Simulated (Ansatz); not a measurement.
Suppose BeS takes space group P4_2/ncm (No. 138), with Be on 8i; S on 8i. A trial structure of BeS was built thus: 4-connected net, two elements alternating.

Level of theory: Ansatz 0.2.0, DFT PBE, scalar-relativistic, plane waves, PAW. Cutoff 420 eV, Γ-centred mesh, Gaussian smearing, no spin polarisation.

The zero of energy is the elements' standard structures at the same level; no fitted shifts are applied.

Task: Which cell and coordinates does it relax to?

Result:

Space group P4_2/ncm:1 (No. 138). a = 6.898 Å, b = 6.898 Å, c = 5.720 Å, α = 90.00°, β = 90.00°, γ = 90.00°
| atom | site | symmetry | x | y | z |
| --- | --- | --- | --- | --- | --- |
| Be | 8i | ..m | 0.6344 | 0.8656 | 0.9036 |
| S | 8i | ..m | 0.6534 | 0.8466 | 0.5342 |

Around Be lie 4 S at 2.10–2.13 Å; around S lie 4 Be at 2.10–2.13 Å. Another local minimum with the same sites may exist.

Task: And its energy and gap?

Result: The formation energy is −0.878 eV/atom and the gap on the 4×4×4 mesh of the 16-atom cell is 3.59 eV. A negative formation energy is needed for stability but isn't enough: competing phases decide.

The last run used Gaussian smearing of 0.02 eV. Kohn–Sham gaps at this level usually fall short of measured ones. The reference form of S is held partly by dispersion forces, which this level lacks. A structure relaxed within its symmetry needn't be a true minimum.
